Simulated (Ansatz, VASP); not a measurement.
## Be: VASP beside Ansatz

Contents of INCAR:

```
PREC = Accurate ; ENCUT = 520
EDIFF = 1E-7 ; ISMEAR = 0
SIGMA = 1.0 ; LREAL = False
LASPH = True ; NELM = 60
ALGO = Normal ; ISIF = 2
LWAVE = False ; LCHARG = False
NBANDS = 9
```

KPOINTS

```
regular mesh
0
Gamma
  16 16 9
```

File POSCAR:

```
Be
1.0
    2.2295160349      0.0000000000      0.0000000000
   -1.1147580175      1.9308175243      0.0000000000
    0.0000000000      0.0000000000      3.5083258361
Be
2
Direct
    0.3333333333      0.6666666667      0.2500000000
    0.6666666667      0.3333333333      0.7500000000
```

Input for Ansatz:

```yaml
crystal:
  lattice:
    - [2.2295160349, 0.0, 0.0]
    - [-1.1147580175, 1.9308175243, 0.0]
    - [0.0, 0.0, 3.5083258361]
  atoms:
    - { symbol: Be, position: [0.3333333333, 0.6666666667, 0.25] }
    - { symbol: Be, position: [0.6666666667, 0.3333333333, 0.75] }
hamiltonian:
  xc: lda
  pseudopotentials:
    kind: paw
    azcp:
      Be: "pseudopotentials/Be.paw.azcp"
basis:
  ecutwfc: 420
  fft_grid_basis: typed
kpoints:
  mp_grid: { grid: [16, 16, 9], shift: [0, 0, 0] }
magnetization:
  spin_polarized: false
scf:
  occupations: { method: gaussian, width: 1.0 }
  lower_state_search: "off"
output:
  stress: true
  write_density: true
  write_potential: true
  elf: true
  volumetric_format: npy
```

Alike in both runs: task single point; functional LDA; k mesh 16 × 16 × 9; occupations gaussian, width 1 eV; no spin polarisation.

|  | VASP | Ansatz |
| --- | --- | --- |
| version | VASP 6.6.1 | Ansatz 0.2.0 |
| potentials or method | VASP PAW LDA potentials, release 64 (Be) | plane waves (420 eV) with PAW, scalar-relativistic |
| plane-wave cutoff (eV) | 520 | 420 |
| valence electrons in the cell | 4 | 4 |

Ansatz gave:

```
pressure (GPa)                                  : 0.3
largest component of the traceless stress (GPa) : 0.46
```

Q: Which values does VASP return?

A: Pressure (GPa): 0.8; largest component of the traceless stress (GPa): 0.46.

Ansatz warned: «pseudo_functional_mismatch».
